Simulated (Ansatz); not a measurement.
## What strain does to RbBr (CsCl type)

RbBr (CsCl type), relaxed with r2SCAN in the plane-wave code Ansatz. Space group Pm-3m (No. 221), cubic; a = 4.128 Å in the conventional setting, 35.17 Å³ an atom. Around Rb lie 8 Br at 3.57 Å; around Br lie 8 Rb at 3.57 Å.

The axes x, y and z are those of this cell:
```xyz
2
Lattice="4.1279 0.0000 0.0000 0.0000 4.1279 0.0000 0.0000 0.0000 4.1279" Properties=species:S:1:pos:R:3 pbc="T T T"
Rb    0.0000    0.0000    0.0000
Br    2.0640    2.0640    2.0640
```

Unstrained: With PBE the valence top lies at M and the conduction bottom at Γ, 4.078 eV higher; the smallest vertical gap, at Γ, is 4.231 eV. r2SCAN gives an indirect gap of 4.824 eV, from M to Γ; the least direct gap is 4.978 eV at Γ. With HSE06 the valence top lies at M and the conduction bottom at Γ, 5.258 eV higher; the smallest vertical gap, at Γ, is 5.422 eV. Meshes: PBE 6×6×6, r2SCAN 6×6×6, HSE06 4×4×4. Strains are changes of length per length. After each strain the atoms were relaxed again with r2SCAN within the symmetry that the strain leaves, so tilts or polar shifts that break it weren't tested; points keep the names that they have in the unstrained zone. These are computed values for a spin-unpolarised cell that may be hypothetical; none is a measurement.

Changes of the least gap in eV (an overlap counts as a negative gap):
```tsv
strain	volume change (%)	space group	PBE	r2SCAN	HSE06	energy rise, r2SCAN (meV/atom)
epitaxial -0.77 % in the xy plane, free normal strain +0.30 %	-1.2	P4/mmm	+0.026	+0.030	+0.029	0.6
uniaxial -0.66 % along z	-0.7	P4/mmm	+0.003	+0.005	+0.004	0.2
epitaxial -3.85 % in the plane normal to [111], free normal strain +5.54 %	-2.4	R-3m	+0.100	+0.102	+0.107	9.3
```

Epitaxial -0.77 % in the xy plane, free normal strain +0.30 %. HSE06: the gap goes from 5.258 to 5.287 eV (+0.029 eV). Stress change with r2SCAN, compression positive: xx +0.33, yy +0.33, zz 0.00 GPa.

Uniaxial -0.66 % along z, other directions held. HSE06: the gap goes from 5.258 to 5.262 eV (+0.004 eV). Stress change with r2SCAN, compression positive: xx +0.05, yy +0.05, zz +0.25 GPa.

Epitaxial -3.85 % in the plane normal to [111], free normal strain +5.54 %. HSE06: the gap goes from 5.258 to 5.365 eV (+0.107 eV). Stress change with r2SCAN, compression positive: xx +0.70, yy +0.70, zz +0.70, xy -0.35, xz -0.35, yz -0.35 GPa.

Spin-orbit coupling is left out.

The meshes of the hybrids are coarse, so their gaps aren't converged to the digits shown.
